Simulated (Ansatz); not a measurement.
System: AlP (zinc blende type, first atom moved by 0.06 Å along [111]), 2 atoms in the cell.

The calculation used HSE06, plane waves, PAW datasets (generated soft set 1) (Ansatz).

Cutoff 420 eV; exchange singularity: Wigner-Seitz; k-mesh 4×4×4 Γ-centred; Fermi–Dirac smearing of 0.05 eV; no spin polarisation.

```
Al P
1.0
     0.00000    2.75500    2.75500
     2.75500    0.00000    2.75500
     2.75500    2.75500    0.00000
Al P
1 1
Cartesian
  0.0346 0.0346 0.0346
  1.3775 1.3775 1.3775
```

(1) Is the cell under compression or tension, and by how much?

(2) Which atom feels the largest force? Give all forces.

Answers

(1) The pressure is -1.19 GPa, so at these settings the cell is stretched and would shrink.

(2) Al1 and P2, 0.666 eV/Å each.

```csv
atom,Fx (eV/Å),Fy (eV/Å),Fz (eV/Å)
Al1,-0.385,-0.385,-0.385
P2,0.385,0.385,0.385
```

The stress includes the program's correction for the finite plane-wave basis.

The k-mesh is modest, so these values aren't fully converged in k.
